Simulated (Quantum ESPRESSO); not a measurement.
A run of Quantum ESPRESSO 7.5 is set up as follows.

Contents of scf.in:

```
&CONTROL
  calculation = 'scf'
  prefix = 'pwscf'
  outdir = './tmp'
  pseudo_dir = './pseudo'
/
&SYSTEM
  ibrav = 0
  A = 3.18693112
  nat = 2
  ntyp = 2
  ecutwfc = 91
  nbnd = 15
  occupations = 'smearing'
  smearing = 'fd'
  degauss = 0.00367493
  force_symmorphic = .true.
/
&ELECTRONS
  conv_thr = 4d-10
  electron_maxstep = 120
  mixing_beta = 0.5
/
ATOMIC_SPECIES
Ga    69.7230 Ga.upf
N     14.0070 N.upf
CELL_PARAMETERS alat
   0.0000000000    0.7071067816    0.7071067816
   0.7071067816    0.0000000000    0.7071067816
   0.7071067816    0.7071067816    0.0000000000
ATOMIC_POSITIONS alat
Ga     0.0000000000    0.0000000000    0.0000000000
N      0.3535533908    0.3535533908    0.3535533908
K_POINTS automatic
14 14 14 0 0 0
```

File nscf.in:

```
&CONTROL
  calculation = 'nscf'
  prefix = 'pwscf'
  outdir = './tmp'
  pseudo_dir = './pseudo'
/
&SYSTEM
  ibrav = 0
  A = 3.18693112
  nat = 2
  ntyp = 2
  ecutwfc = 91
  nbnd = 34
  occupations = 'fixed'
  force_symmorphic = .true.
/
&ELECTRONS
  conv_thr = 1d-08
  diago_full_acc = .true.
  diago_thr_init = 1d-06
/
ATOMIC_SPECIES
Ga    69.7230 Ga.upf
N     14.0070 N.upf
CELL_PARAMETERS alat
   0.0000000000    0.7071067816    0.7071067816
   0.7071067816    0.0000000000    0.7071067816
   0.7071067816    0.7071067816    0.0000000000
ATOMIC_POSITIONS alat
Ga     0.0000000000    0.0000000000    0.0000000000
N      0.3535533908    0.3535533908    0.3535533908
K_POINTS automatic
14 14 14 0 0 0
```

Potentials or basis: Ansatz NC SR PBE.

Run with:

```sh
$ OMP_NUM_THREADS=1 pw.x -in scf.in > scf.out
$ OMP_NUM_THREADS=1 pw.x -in nscf.in > nscf.out
```

Q: Predict the band gap on the k mesh, mean-field level.

A: 1.74 eV, direct.

**What was measured.**

A printed reference work, textbook reports, for a bulk crystal of GaN at 0 K: band gap 3.299 eV (direct).

Against the measured gap of GaN, 3.299 eV (direct; 0 K; a printed reference work, textbook), the calculated 1.74 eV is off by -1.56 eV. Spin-orbit coupling on Ga is left out. The value is that of PBE, without temperature or zero-point motion. Semilocal functionals fall short of measured gaps as a rule. The cell is a database's relaxed one, not the measured one, which moves gaps too.
